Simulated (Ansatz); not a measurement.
Energy, volume and coordination in Ti4C3

Theory: Ansatz, DFT PBE, scalar-relativistic, plane waves, PAW. Settings: cutoff 420 eV, Γ-centred meshes spaced at most about 0.3 Å⁻¹, and about 0.25 Å⁻¹ or finer for metals (2π included), Gaussian smearing. No spin polarisation.

All energies are static (0 K, no zero-point motion). Rows are sorted by volume; energies count from the lowest form computed. Coordination counts C atoms around Ti (those within 1.25 times the shortest such distance or 1.15 times the sum of covalent radii, 1.27 where that leaves under three; a plus sign parts nearer from farther groups; a slash parts the counts of unlike sites).

```
row    form    source  atoms  coordination  V (Å³/atom)  gap on mesh (eV)  ΔE (meV/atom)
  1   I-43d  invented     14        Ti 3+3         10.6                 0            139
  2   Pm-3m  invented      7        Ti 4/6         11.4                 0              ?
  3  I4/mmm  invented      7        Ti 4/5         11.5                 0             12
  4    Pmmm  invented      7        Ti 4/6         11.6                 0              9
  5    C2/m  invented      7        Ti 4/5         11.6                 0             38
  6    R-3m  invented      7        Ti 3/6         11.6                 0              0
```

The cell of row 2:

```cif
data_structure
_symmetry_space_group_name_H-M 'Pm-3m'
_symmetry_Int_Tables_number 221
_cell_length_a 4.3102
_cell_length_b 4.3102
_cell_length_c 4.3102
_cell_angle_alpha 90.000
_cell_angle_beta 90.000
_cell_angle_gamma 90.000
_cell_volume 80.07
loop_
_atom_site_label
_atom_site_type_symbol
_atom_site_symmetry_multiplicity
_atom_site_Wyckoff_symbol
_atom_site_fract_x
_atom_site_fract_y
_atom_site_fract_z
_atom_site_occupancy
Ti1 Ti 1 b 0.50000 0.50000 0.50000 1
Ti2 Ti 3 d 0.00000 0.50000 0.00000 1
C1 C 3 c 0.50000 0.00000 0.50000 1
```

Problem. How far above the lowest form does the open row lie?

Solution. 57 meV/atom, which puts it above row 5 and below row 1. Counting C atoms around Ti, row 2 has Ti 4/6 and the lowest form (row 6) has Ti 3/6. Shaken at random and relaxed again, this cell came back. Checks: no imaginary mode on a 2×2×2 q mesh.

An observed structure of this formula, if there is one, may be missing.

The k mesh leaves some 4 meV/atom of noise in the energy of each metallic cell. Cells without such a test can be saddle points. Some candidate types were left out of the draw beforehand, so a known form may be missing.
